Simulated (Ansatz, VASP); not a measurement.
Given: the input of a run of Ansatz 0.2.0 on Al2O3.

File input.yaml:

```yaml
crystal:
  lattice:
    - [3.017482544, 0.0, 0.0]
    - [-1.508741272, 2.6132165386, 0.0]
    - [0.0, 0.0, 7.5746360022]
  atoms:
    - { symbol: Al, position: [0.0, 0.0, 0.722049] }
    - { symbol: Al, position: [0.0, 0.0, 0.277951] }
    - { symbol: O, position: [0.0, 0.0, 0.5] }
    - { symbol: O, position: [0.6666666667, 0.3333333333, 0.800546] }
    - { symbol: O, position: [0.3333333333, 0.6666666667, 0.199454] }
hamiltonian:
  xc: r2scan
  pseudopotentials: { kind: paw }
kpoints:
  mp_grid: { grid: [7, 7, 3] }
  band_path:
    path:
      - [[0.0, 0.0, 0.0], [0.5, 0.0, 0.0], [0.3333333333, 0.3333333333, 0.0], [0.0, 0.0, 0.0], [0.0, 0.0, 0.5], [0.5, 0.0, 0.5], [0.3333333333, 0.3333333333, 0.5], [0.0, 0.0, 0.5]]
      - [[0.5, 0.0, 0.5], [0.5, 0.0, 0.0]]
      - [[0.3333333333, 0.3333333333, 0.0], [0.3333333333, 0.3333333333, 0.5]]
    npoints: 14
scf:
  occupations: { method: fermi_dirac, width: 0.05 }
  n_extra_bands: 12
output:
  forces: true
  stress: true
  eigenvalues: true
  fatbands: false
```

Potentials or basis: Ansatz PAW.

Run with:

```console
$ ansatz run input.yaml --threads 2 --pin off --max-ram 5632MiB --backend cpu --events-out ev --progress --plain --runs-dir out
```

Q: Translate it to VASP 6.6.1. Potentials there: VASP PAW PBE potentials, release 64 (Al, O).

A: As run (the cutoff follows the program's own potentials):

Contents of INCAR:

```
SYSTEM = Al2O3
PREC = Accurate ; ENCUT = 520
EDIFF = 1E-6 ; ISMEAR = -1
SIGMA = 0.05 ; LREAL = .False.
LASPH = .True. ; NELM = 100
ALGO = Normal ; ISIF = 2
LWAVE = .False. ; LCHARG = .False.
METAGGA = R2SCAN ; LMIXTAU = .True.
```

The input KPOINTS:

```
regular mesh
0
Gamma
  7 7 3
  0 0 0
```

Contents of POSCAR:

```
Al2O3
1.0
    3.0174825440      0.0000000000      0.0000000000
   -1.5087412720      2.6132165386      0.0000000000
    0.0000000000      0.0000000000      7.5746360022
Al O
2 3
Direct
    0.0000000000      0.0000000000      0.7220490000
    0.0000000000      0.0000000000      0.2779510000
    0.0000000000      0.0000000000      0.5000000000
    0.6666666667      0.3333333333      0.8005460000
    0.3333333333      0.6666666667      0.1994540000
```

KPOINTS_OPT

```
path GMKGALHA,LM,KH
20
line-mode
reciprocal
 0.0000000000  0.0000000000  0.0000000000  G
 0.5000000000  0.0000000000  0.0000000000  M

 0.5000000000  0.0000000000  0.0000000000  M
 0.3333333333  0.3333333333  0.0000000000  K

 0.3333333333  0.3333333333  0.0000000000  K
 0.0000000000  0.0000000000  0.0000000000  G

 0.0000000000  0.0000000000  0.0000000000  G
 0.0000000000  0.0000000000  0.5000000000  A

 0.0000000000  0.0000000000  0.5000000000  A
 0.5000000000  0.0000000000  0.5000000000  L

 0.5000000000  0.0000000000  0.5000000000  L
 0.3333333333  0.3333333333  0.5000000000  H

 0.3333333333  0.3333333333  0.5000000000  H
 0.0000000000  0.0000000000  0.5000000000  A

 0.5000000000  0.0000000000  0.5000000000  L
 0.5000000000  0.0000000000  0.0000000000  M

 0.3333333333  0.3333333333  0.0000000000  K
 0.3333333333  0.3333333333  0.5000000000  H
```

Potentials or basis: VASP PAW PBE potentials, release 64 (Al, O).

Launch:

```bash
$ cat potpaw_PBE.64/Al/POTCAR potpaw_PBE.64/O/POTCAR > POTCAR
$ mpirun -np 1 vasp_std > vasp.out
```

Both were run:

|  | VASP | Ansatz | Ansatz less VASP |
| --- | --- | --- | --- |
| gap on the k mesh at the Fermi level (eV) | 2.95 | 2.96 | +0.003 |
| least direct gap on the mesh (eV) | 2.95 | 2.96 | +0.003 |
| gap along the band path (eV) | 2.95 | 2.96 | +0.003 |
| pressure (GPa) | -5.6 | -5.5 | +0.08 |
| largest component of the traceless stress (GPa) | 0.25 | 0.60 | +0.342 |
| rms of the force components (eV/Å) | 0.156 | 0.156 | 0.0000 |

Atom by atom the forces differ by 0.026 eV/Å (rms over components).

Caveats: the PAW data sets were made with another functional, which shifts forces and pressure a little (VASP); the PAW data sets come from PBE, with cores solved anew for the run's functional, which leaves a small shift of forces and pressure (Ansatz). r2SCAN opens gaps a little over a GGA but as a rule still falls short of measured ones.
